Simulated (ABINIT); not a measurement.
Crystal: SrCl2.

```xyz
3
Lattice="0.0000 3.4884 3.4884 3.4884 0.0000 3.4884 3.4884 3.4884 0.0000" Properties=species:S:1:pos:R:3 pbc="T T T"
Sr    0.0000    0.0000    0.0000
Cl    5.2325    5.2325    5.2325
Cl    1.7442    1.7442    1.7442
```

Base run:

```yaml
Program: ABINIT 10.8.3 (patched build)
Functional: PBE
Potentials_or_basis: JTH PAW PBE v2.0
Cutoff: 680 eV
k_mesh: 7 × 7 × 7
Occupations: fermi-dirac, width 0.05 eV
Spin: no spin polarisation
```

Its results: band gap on the k mesh 5.37 eV, indirect (least direct gap 5.67 eV).

The run is repeated on the same cell with these changes: functional from PBE to r2SCAN; cutoff from 680 eV to 816 eV; fine-grid cutoff from 1278.94 eV to 1414.99 eV. What comes out?

Band gap on the k mesh 6.01 eV, indirect (least direct gap 6.21 eV).

A k mesh can miss the band edges.

Not every run made on this cell is shown here.
